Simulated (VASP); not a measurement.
# BAs in VASP: further runs

One sheet, BAs, is run at these levels: PBE, HSE06; tasks: work function.

Program: VASP 6.6.1. These are calculated values, not measurements. Logs are shortened: lines on timing, memory, paths and dates and some standing lists are left out, and cuts for length are marked.

### 1 Starting point

The cell holds a sheet with vacuum, 2 atoms: a = 3.367 Å, b = 3.367 Å, c = 16.000 Å, α = 90.00°, β = 90.00°, γ = 120.00°.

The cell was built by a generator and needn't be a form met in nature.

### 2 Work function, PBE

File INCAR:

```
SYSTEM = BAs
ALGO = Fast
DIPOL = 0.5 0.5 0.500
EDIFF = 1E-6
ENCUT = 520
GGA = PE
IDIPOL = 3
ISIF = 2
ISMEAR = 0
KPAR = 4
LASPH = .TRUE.
LCHARG = .TRUE.
LDIPOL = .TRUE.
LREAL = .FALSE.
LVACPOTAV = .TRUE.
LVHAR = .TRUE.
LWAVE = .FALSE.
NELM = 80
PREC = Accurate
SIGMA = 0.03
```

File KPOINTS:

```
k-points
0
G
  12 12 1
  0 0 0
```

File POSCAR:

```
BAs                                     
1.0
    3.3671283925      0.0000000000      0.0000000000
   -1.6835641963      2.9160187210      0.0000000000
    0.0000000000      0.0000000000     16.0000000000
  B               As            
     1     1
Direct
     0.3333330000000032    0.6666669999999968    0.5000000000000000
     0.6666669999999968    0.3333330000000032    0.5000000000000000
```

Potentials or basis: VASP PAW PBE potentials, release 64 (B, As).

Started as:

```
> cat potpaw_PBE.64/B/POTCAR potpaw_PBE.64/As/POTCAR > POTCAR
> mpirun -np 4 vasp_std > vasp.out
```

OUTCAR:

```text
SYSTEM = BAs
   EDIFF = 1E-6
   ENCUT = 520
   GGA = PE
   ISIF = 2
   ISMEAR = 0
   LASPH = .TRUE.
   LREAL = .FALSE.
   NELM = 80
   PREC = Accurate

 ion  position               nearest neighbor table
   1  0.333  0.667  0.500-   2 1.94   2 1.94   2 1.94
   2  0.667  0.333  0.500-   1 1.94   1 1.94   1 1.94

  LATTYP: Found a hexagonal cell.
 ALAT       =     3.3671283925
 C/A-ratio  =     4.7518235526

  Lattice vectors:

 A1 = (   3.3671283925,   0.0000000000,   0.0000000000)
 A2 = (  -1.6835641963,   2.9160187210,   0.0000000000)
 A3 = (   0.0000000000,   0.0000000000,  16.0000000000)

Analysis of symmetry for initial positions (statically):
=====================================================================
 Subroutine PRICEL returns:
 Original cell was already a primitive cell.

 Routine SETGRP: Setting up the symmetry group for a
 hexagonal supercell.

 Subroutine GETGRP returns: Found 12 space group operations
 (whereof 12 operations were pure point group operations)
 out of a pool of 24 trial point group operations.

The static configuration has the point symmetry D_3h.

Analysis of symmetry for dynamics (positions and initial velocities):
=====================================================================
 Subroutine PRICEL returns:
 Original cell was already a primitive cell.

 Routine SETGRP: Setting up the symmetry group for a
 hexagonal supercell.

 Subroutine GETGRP returns: Found 12 space group operations
 (whereof 12 operations were pure point group operations)
 out of a pool of 24 trial point group operations.

The dynamic configuration has the point symmetry D_3h.

 Subroutine INISYM returns: Found 12 space group operations
 (whereof 12 operations are pure point group operations),
 and found     1 'primitive' translations

----------------------------------------------------------------------------------------

                                     Primitive cell

  volume of cell :     157.0978

  direct lattice vectors                    reciprocal lattice vectors
     3.367128393  0.000000000  0.000000000     0.296988972  0.171466663  0.000000000
    -1.683564196  2.916018721  0.000000000     0.000000000  0.342933326  0.000000000
     0.000000000  0.000000000 16.000000000     0.000000000  0.000000000  0.062500000

  length of vectors
     3.367128393  3.367128388 16.000000000     0.342933326  0.342933326  0.062500000

  position of ions in fractional coordinates (direct lattice)
     0.333333000  0.666667000  0.500000000
     0.666667000  0.333333000  0.500000000

  ion indices of the primitive-cell ions
   primitive index   ion index
                 1           1
                 2           2

----------------------------------------------------------------------------------------

 KPOINTS: k-points

Automatic generation of k-mesh.
 Grid dimensions read from file:
 generate k-points for:   12   12    1

 Generating k-lattice:

  Cartesian coordinates                     Fractional coordinates (reciprocal lattice)
     0.024749081  0.014288889  0.000000000     0.083333333  0.000000000  0.000000000
     0.000000000  0.028577777  0.000000000     0.000000000  0.083333333  0.000000000
     0.000000000  0.000000000  0.062500000     0.000000000  0.000000000  1.000000000

  Length of vectors
     0.028577777  0.028577777  0.062500000

  Shift w.r.t. Gamma in fractional coordinates (k-lattice)
     0.000000000  0.000000000  0.000000000

 Subroutine IBZKPT returns following result:
 ===========================================

 Found     19 irreducible k-points:

 Following reciprocal coordinates:
            Coordinates               Weight
  0.000000  0.000000  0.000000      1.000000
  0.083333  0.000000  0.000000      6.000000
  0.166667  0.000000  0.000000      6.000000
  0.250000 -0.000000  0.000000      6.000000
  0.333333  0.000000  0.000000      6.000000
  0.416667 -0.000000  0.000000      6.000000
[... 11 lines left out ...]
  0.333333  0.250000  0.000000     12.000000
  0.333333  0.333333  0.000000      2.000000
   k-points           NKPTS =     19   k-points in BZ     NKDIM =     19   number of bands    NBANDS=      8
   number of dos      NEDOS =    301   number of ions     NIONS =      2
   total plane-waves  NPLWV =  94080
   dimension x,y,z NGX =    28 NGY =   28 NGZ =  120
   dimension x,y,z NGXF=    56 NGYF=   56 NGZF=  240
   ions per type =               1   1
   NGX,Y,Z   is equivalent  to a cutoff of  13.82, 13.82, 12.47 a.u.
   NGXF,Y,Z  is equivalent  to a cutoff of  27.65, 27.65, 24.94 a.u.
 SYSTEM =  BAs
   PREC   = accura    normal or accurate (medium, high low for compatibility)
   ISTART =      0    job   : 0-new  1-cont  2-samecut
   ICHARG =      2    charge: 1-file 2-atom 10-const
   ISPIN  =      1    spin polarized calculation?
   LNONCOLLINEAR =      F non collinear calculations
   LSORBIT =      F    spin-orbit coupling
   LASPH  =      T    aspherical Exc in radial PAW
   ENCUT  =  520.0 eV  38.22 Ry    6.18 a.u.   6.26  6.26 29.75*2*pi/ulx,y,z
   NELM   =     80;   NELMIN=  2; NELMDL= -5     # of ELM steps
   EDIFF  = 0.1E-05   stopping-criterion for ELM
   LREAL  =      F    real-space projection
   EDIFFG = 0.1E-04   stopping-criterion for IOM
   NSW    =      0    number of steps for IOM
   IBRION =     -1    ionic relax: 0-MD 1-quasi-New 2-CG
   NFREE  =      0    steps in history (QN), initial steepest desc. (CG)
   ISIF   =      2    stress and relaxation
   ISYM   =      2    0-nonsym 1-usesym 2-fastsym
   POTIM  = 0.5000    time-step for ionic-motion
   TEBEG  =    0.0;   TEEND  =   0.0 temperature during run
   PSTRESS=    0.0 pullay stress
   NELECT =       8.0000    total number of electrons
   NUPDOWN=      -1.0000    fix difference up-down
   EMIN   =  10.00;   EMAX   =-10.00  energy-range for DOS
   EFERMI =   0.00;   METHOD = LEGACY
   ISMEAR =     0;   SIGMA  =   0.03  broadening in eV -4-tet -1-fermi 0-gaus
   EFERMI_NEDOS =   21; number of points for ismear=-14 and -15
   IALGO  =     68    algorithm
   IMIX   =      4    mixing-type and parameters
     AMIX     =   0.40;   BMIX     =  1.00
     AMIX_MAG =   1.60;   BMIX_MAG =  1.00
  volume/ion in A,a.u.               =      78.55       530.07
  Fermi-wavevector in a.u.,A,eV,Ry     =   0.606804  1.146693  5.009810  0.368211
  Thomas-Fermi vector in A             =   1.661032
   LORBIT       =      0    0 simple, 1 ext, 2 COOP (PROOUT), +10 PAW based schemes
   GGA     = PE    functional components
   LHFCALC =     F    Hartree Fock is set to
   AEXX    =    0.0000 exact exchange contribution
   IVDW    =     0    specifies the selected vdW correction
   LEPSILON=     F    determine dielectric tensor
   LRPA    =     F    only Hartree local field effects (RPA)
 non-spin polarized calculation
 RMM-DIIS sequential band-by-band and
 Gauss-broadening in eV      SIGMA  =   0.03
  energy-cutoff  :      520.00
  volume of cell :      157.10
 maximum number of plane-waves:      4256
 NGX is ok and might be reduce to    28
   NGX = 13   NGY = 13   NGZ = 59

 dipolmoment           0.000000      0.000000      0.000000 electrons x Angstroem

 number of electron       8.0000000 magnetization

 dipolmoment           0.000000      0.000000     -0.000000 electrons x Angstroem

 Free energy of the ion-electron system (eV)
  ---------------------------------------------------
  ext. energy  EPLUGINS =         0.00000000
  ---------------------------------------------------
  free energy    TOTEN  =       -10.63854752 eV

  energy without entropy =      -10.63854752  energy(sigma->0) =      -10.63854752

 E-fermi :  -2.8506     XC(G=0):  -2.6894

 val. band max:       -3.0295235877   @ k =   0.3333   0.3333   0.0000
 cond. band min:      -2.2913642892   @ k =   0.3333   0.3333   0.0000
 fundamental gap:      0.7381592985
 Fermi energy:        -2.8506140713

 k-point     1 :       0.0000    0.0000    0.0000
  band No.  band energies     occupation
      1     -16.9255      2.00000
      2      -7.0175      2.00000
      3      -4.5471      2.00000
      4      -4.5470      2.00000
      5       0.5627      0.00000
      6       0.9351      0.00000
      7       1.8343      0.00000
      8       1.8344      0.00000

 k-point     2 :       0.0833    0.0000    0.0000
  band No.  band energies     occupation
      1     -16.8281      2.00000
      2      -6.9073      2.00000
      3      -5.1814      2.00000
      4      -4.7610      2.00000
      5       0.6837      0.00000
      6       1.0419      0.00000
      7       2.1389      0.00000
      8       2.2606      0.00000

 k-point     3 :       0.1667    0.0000    0.0000
  band No.  band energies     occupation
      1     -16.5393      2.00000
      2      -6.5799      2.00000
      3      -6.5671      2.00000
      4      -5.2563      2.00000
      5       0.6966      0.00000
      6       1.0669      0.00000
      7       3.1190      0.00000
      8       3.3567      0.00000

 k-point     4 :       0.2500   -0.0000    0.0000
  band No.  band energies     occupation
      1     -16.0718      2.00000
      2      -8.1267      2.00000
      3      -6.0465      2.00000
      4      -5.8002      2.00000
      5       0.2423      0.00000
      6       1.6486      0.00000
      7       1.7050      0.00000
      8       2.7903      0.00000

 k-point     5 :       0.3333    0.0000    0.0000
  band No.  band energies     occupation
      1     -15.4614      2.00000
      2      -9.5979      2.00000
      3      -6.2508      2.00000
      4      -5.3371      2.00000
      5      -0.1459      0.00000
      6       0.2899      0.00000
      7       2.4667      0.00000
      8       3.5914      0.00000
[... 122 lines left out ...]
 k-point    17 :       0.2500    0.2500    0.0000
  band No.  band energies     occupation
      1     -14.6260      2.00000
      2     -10.3657      2.00000
      3      -8.2552      2.00000
      4      -4.2813      2.00000
      5      -0.9548      0.00000
      6       2.7238      0.00000
      7       3.7490      0.00000
      8       3.9827      0.00000

 k-point    18 :       0.3333    0.2500    0.0000
  band No.  band energies     occupation
      1     -14.1606      2.00000
      2     -10.9057      2.00000
      3      -8.7050      2.00000
      4      -3.5315      2.00000
      5      -1.8120      0.00000
      6       2.9803      0.00000
      7       3.6605      0.00000
      8       4.7449      0.00000

 k-point    19 :       0.3333    0.3333    0.0000
  band No.  band energies     occupation
      1     -13.9745      2.00000
      2     -10.9628      2.00000
      3      -9.0819      2.00000
      4      -3.0295      2.00000
      5      -2.2914      0.00000
      6       3.3640      0.00000
      7       3.6472      0.00000
      8       5.4667      0.00000

------------------------ aborting loop because EDIFF is reached ----------------------------------------

  FORCE on cell =-STRESS in cart. coord.  units (eV):
  Direction    XX          YY          ZZ          XY          YZ          ZX
  --------------------------------------------------------------------------------------
  -------------------------------------------------------------------------------------
  Total        0.7105922      0.7105922     -0.0052030     -0.0000000     -0.0000000     -0.0000000
  in kB        7.2470465      7.2470465     -0.0530636     -0.0000000     -0.0000000     -0.0000000
  external PRESSURE =       4.8136765 kB  Pullay stress =       0.0000000 kB

 VOLUME and BASIS-vectors are now :
 -----------------------------------------------------------------------------
  energy-cutoff  :      520.00
  volume of cell :      157.10
      direct lattice vectors                 reciprocal lattice vectors
     3.367128393  0.000000000  0.000000000     0.296988972  0.171466663  0.000000000
    -1.683564196  2.916018721  0.000000000     0.000000000  0.342933326  0.000000000
     0.000000000  0.000000000 16.000000000     0.000000000  0.000000000  0.062500000

 POSITION                                       TOTAL-FORCE (eV/Angst)
 -----------------------------------------------------------------------------------
     -0.00000      1.94401      8.00000         0.000000      0.000000      0.000000
      1.68357      0.97201      8.00000        -0.000000      0.000000      0.000000
 -----------------------------------------------------------------------------------
    total drift:                               -0.000126      0.000073      0.000000

  FREE ENERGIE OF THE ION-ELECTRON SYSTEM (eV)
  ---------------------------------------------------
  free  energy   TOTEN  =       -10.6385475197 eV

  energy  without entropy=      -10.6385475197  energy(sigma->0) =      -10.63854752

 vacuum level on the upper side and lower side of the slab         1.848         1.848
```

Wall time 52 s (4 MPI ranks of Intel Xeon Platinum 8488C (Sapphire Rapids), shared host); peak memory 0.29 GiB.

Results:

- Free energy: -10.6385 eV
- Band gap on the k mesh: 0.74 eV, direct
- Ionisation potential of the upper face: 4.88 eV

Levels at points of the mesh, in eV from the valence-band top:
```tsv
k point	band 2	band 3	band 4	band 5	band 6	band 7
(0.00, 0.00, 0.00)	-3.99	-1.52	-1.52	3.59	3.96	4.86
(0.50, 0.00, 0.00)	-8.27	-3.61	-1.06	1.44	2.55	7.49
```

(Continued in part 2 of 2.)
